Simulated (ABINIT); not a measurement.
The system is NaCl.

```
Cl Na
1.0
     0.00000    2.79406    2.79406
     2.79406    0.00000    2.79406
     2.79406    2.79406    0.00000
Cl Na
1 1
Cartesian
  2.7941 2.7941 2.7941
  0.0000 0.0000 0.0000
```

The cell is a database's computed one.

Base run:

* Program: ABINIT 10.8.3 (patched build)
* Functional: BP86
* Potentials or basis: JTH PAW PBE v2.0
* Cutoff: 1088 eV
* k mesh: 8 × 8 × 8
* Occupations: fermi-dirac, width 0.05 eV
* Spin: no spin polarisation

Its results: band gap on the k mesh 5.22 eV, direct; pressure 1.9 GPa.

Task: After a change of settings the same cell gave: band gap on the k mesh 5.03 eV, direct; pressure 0.4 GPa. Which change was it?
A. functional from BP86 to LDA; potentials or basis from JTH PAW PBE v2.0 to PseudoDojo NC SR LDA v0.4.1 standard; cutoff from 1088 eV to 1197 eV
B. functional from BP86 to PBEsol
C. functional from BP86 to PBE
D. functional from BP86 to PBE; k mesh from 8 × 8 × 8 to 10 × 10 × 10

Result: B.

Caveats: the PAW data sets were made with another functional, which shifts forces and pressure a little.
